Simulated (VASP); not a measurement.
# SnSe: relaxation of cell and atoms with rev-vdW-DF2

Crystal: SnSe.

```xyz
8
Lattice="11.6514 0.0000 0.0000 0.0000 4.2026 0.0000 0.0000 0.0000 4.4507" Properties=species:S:1:pos:R:3 pbc="T T T"
Sn    1.3933    1.0507    0.4511
Sn    4.4324    3.1520    2.6764
Sn    7.2190    1.0507    1.7742
Sn   10.2581    3.1520    3.9996
Se    4.1507    1.0507    0.1022
Se    1.6750    3.1520    2.3275
Se    9.9764    1.0507    2.1232
Se    7.5007    3.1520    4.3485
```

```json
{"Program": "VASP 6.6.1", "Task": "relaxation of cell and atoms", "Functional": "rev-vdW-DF2", "Potentials or basis": "VASP PAW PBE potentials, release 64 (Sn_d, Se)", "Cutoff": "600 eV", "k mesh": "4 × 8 × 8", "Occupations": "gaussian, width 0.03 eV", "Spin": "no spin polarisation", "Further INCAR settings": "ALGO = Normal; EDIFF = 1e-07; IBRION = 2; EDIFFG = -0.005; NSW = 90; ISIF = 3"}
```

- Relaxed volume: 27.22 Å³/atom
- Relaxed cell: a = 11.646 Å, b = 4.200 Å, c = 4.451 Å, α = 90.00°, β = 90.00°, γ = 90.00°
- Space group after relaxing (to 0.05 Å): Pnma (No. 62)
- Energy gained by relaxing: 0.0 meV/atom
- Ionic steps: 5
- Pressure after relaxing: 0.0 GPa
- Largest force after relaxing: 0.004 eV/Å
- Band gap on the k mesh: 0.62 eV, indirect (least direct gap 0.84 eV)

Forces on the atoms (eV/Å):
```
Sn   0.001  0.000  0.003
Sn  -0.001  0.000  0.003
Sn   0.001  0.000 -0.003
Sn  -0.001  0.000 -0.003
Se   0.003  0.000  0.003
Se  -0.003  0.000  0.003
Se   0.003  0.000 -0.003
Se  -0.003  0.000 -0.003
```

Final structure:
```
CELL_PARAMETERS angstrom
11.64573 0.00000 0.00000
0.00000 4.20019 0.00000
0.00000 0.00000 4.45113
ATOMIC_POSITIONS crystal
Sn 0.11964 0.25000 0.10143
Sn 0.38036 0.75000 0.60143
Sn 0.61964 0.25000 0.39857
Sn 0.88036 0.75000 0.89857
Se 0.35640 0.25000 0.02335
Se 0.14360 0.75000 0.52335
Se 0.85640 0.25000 0.47665
Se 0.64360 0.75000 0.97665
```

Levels at points of the mesh, in eV from the valence-band top:
```csv
k point,band 37,band 38,band 39,band 40,band 41,band 42,band 43,band 44
"(0.00, 0.00, 0.00)",-1.53,-1.26,-0.67,-0.53,0.64,2.89,3.11,3.15
"(0.50, 0.00, 0.00)",-1.79,-1.79,-0.54,-0.54,2.52,2.52,2.77,2.77
"(0.00, 0.50, 0.00)",-0.95,-0.95,-0.71,-0.71,1.01,1.01,1.28,1.28
"(0.50, 0.50, 0.00)",-0.93,-0.93,-0.93,-0.93,1.39,1.39,1.39,1.39
"(0.00, 0.00, 0.50)",-0.76,-0.76,-0.27,-0.27,1.21,1.21,1.56,1.56
"(0.50, 0.00, 0.50)",-0.44,-0.44,-0.28,-0.28,1.18,1.18,1.61,1.61
"(0.00, 0.50, 0.50)",-2.24,-2.24,-1.41,-1.41,2.59,2.59,3.02,3.02
"(0.50, 0.50, 0.50)",-1.53,-1.53,-1.53,-1.53,2.48,2.48,2.48,2.48
```

It took 21 min on 2 MPI ranks on Intel(R) Xeon(R) Platinum 8488C (Sapphire Rapids) (shared host), peak memory 1.5 GiB a rank.

Caveat: the PAW data sets were made with another functional, which shifts forces and pressure a little; spin-orbit coupling is left out, which moves the levels of the heavy elements. A k mesh can miss the band edges.
